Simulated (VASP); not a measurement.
ZrSe2:

```
Zr Se
1.0
     3.73854    0.00000    0.00000
    -1.86927    3.23767    0.00000
     0.00000    0.00000    6.03219
Zr Se
1 2
Direct
  0.00000 0.00000 0.00000
  0.33333 0.66667 0.26500
  0.66667 0.33333 0.73500
```

Base run:

| Quantity | Value |
| --- | --- |
| Program | VASP 6.6.1 |
| Functional | TB-mBJ |
| Potentials or basis | VASP PAW PBE potentials, release 64 (Zr_sv, Se) |
| Cutoff | 520 eV |
| k mesh | 9 × 9 × 5 |
| Occupations | gaussian, width 0.03 eV |
| Spin | no spin polarisation |

Its results: band gap on the k mesh 0.47 eV, indirect (least direct gap 1.26 eV).

Question: After a change of settings the same cell gave: band gap on the k mesh 0.35 eV, indirect (least direct gap 1.23 eV). Which change was it?
A. functional from TB-mBJ to r2SCAN
B. functional from TB-mBJ to PBE; further incar settings from ALGO = Normal; EDIFF = 1e-07; NBANDS = 19 to ALGO = Fast; EDIFF = 1e-07; NBANDS = 19
C. functional from TB-mBJ to PBE; further incar settings from ALGO = Normal; EDIFF = 1e-07; NBANDS = 19 to ALGO = Fast; EDIFF = 1e-07; NBANDS = 36

Answer: A.
